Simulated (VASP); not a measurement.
Sn: single point with PBE

Sn:

```
Sn
1.0
    -1.66577    1.76563    2.29581
     1.74442   -1.79906    2.37926
     1.68238    1.81521   -2.32119
Sn
1
Direct
  0.99505 0.98835 0.99670
```

The cell isn't the ideal one: cell strained at random at fixed volume.

```yaml
Program: VASP 6.6.1
Task: single point
Functional: PBE
Potentials_or_basis: VASP PAW PBE potentials, release 64 (Sn_d)
Cutoff: 520 eV
k_mesh: 11 × 11 × 11
Occupations: fermi-dirac, width 0.05 eV
Spin: no spin polarisation
Further_INCAR_settings: ALGO = Normal; EDIFF = 1e-07; NBANDS = 13
```

The pressure is -1.1 GPa. The band gap on the k mesh is none (metal or under the smearing width).

Stress tensor (GPa, compression positive):
```
-0.19 -0.02 -0.62
-0.02 -2.04  0.18
-0.62  0.18 -0.94
```

Levels at points of the mesh, in eV from the Fermi level:
```tsv
k point	band 5	band 6	band 7	band 8	band 9	band 10
(0.00, 0.00, 0.00)	-21.47	-10.77	6.75	7.10	7.81	10.76
```

Run time: 2.2 min on 1 thread of AMD EPYC 9R45 (Zen 5), on a shared host, peak memory 0.31 GiB.
